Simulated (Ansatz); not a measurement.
The calculation used Ansatz, DFT PBE, scalar-relativistic, plane waves, PAW. Settings: cutoff 420 eV, Γ-centred meshes spaced at most about 0.3 Å⁻¹, and about 0.25 Å⁻¹ or finer for metals (2π included), Gaussian smearing. No spin polarisation.

Each guess is relaxed in cell and atoms at zero pressure, on a coarse mesh first where it starts far from rest and then on a converged one. The steps can't lower the symmetry of the start, but it can rise. Energies are static (0 K, no zero-point motion).

Two unrelaxed guesses for Al₄Cu:

A.

```
CELL_PARAMETERS angstrom
0.00000 3.68824 3.68824
3.68824 0.00000 3.68824
3.68824 3.68824 0.00000
ATOMIC_POSITIONS crystal
Al 0.88000 0.88000 0.36000
Al 0.88000 0.36000 0.88000
Al 0.36000 0.88000 0.88000
Al 0.88000 0.88000 0.88000
Cu 0.00000 0.00000 0.00000
```

B.

```
CELL_PARAMETERS angstrom
2.79704 0.00000 0.00000
-1.39852 2.42231 0.00000
0.00000 0.00000 22.21518
ATOMIC_POSITIONS crystal
Al 0.33333 0.66667 0.85000
Al 0.33333 0.66667 0.05000
Al 0.33333 0.66667 0.45000
Al 0.33333 0.66667 0.65000
Al 0.66667 0.33333 0.95000
Al 0.66667 0.33333 0.15000
Al 0.66667 0.33333 0.35000
Al 0.66667 0.33333 0.55000
Cu 0.33333 0.66667 0.25000
Cu 0.66667 0.33333 0.75000
```

Question: Which guess leads to the lower structure, and by how much?

Answer: B ends lower, by 0.84 eV/atom. A: F-43m at 20.1 Å³/atom → F-43m at 37.8 Å³/atom; B: P6_3/mmc at 15.1 Å³/atom → P6_3/mmc at 15.5 Å³/atom. Counting all near atoms (those within 1.25 times the shortest distance at each site; a plus sign parts nearer from farther groups), the end of A has Al 1+3, Cu 4 and the end of B has Al 12, Cu 12. End of A. Conventional cell: a = 9.109 Å. Around Al lie 1 Cu at 2.29 Å and 3 Al at 2.70 Å; Cu is surrounded by 4 Al at 2.29 Å. End of B. Conventional cell: a = 2.836 Å, c = 22.232 Å. Around Al on its first site lie 3 Cu at 2.61 Å and 9 Al at 2.84–2.86 Å; Al on its second site has 12 Al at 2.84–2.88 Å; around Cu lie 6 Al at 2.61 Å and 6 Cu at 2.84 Å.

Ends held by symmetry can be saddle points. Neither end is the lowest form computed: that has Al and Cu ordered on fcc sites, space group I4/mmm (No. 139) and lies 60 meV/atom below the better end. Some structure types and database cells were kept out of the candidates from the start, so a known form may be missing.
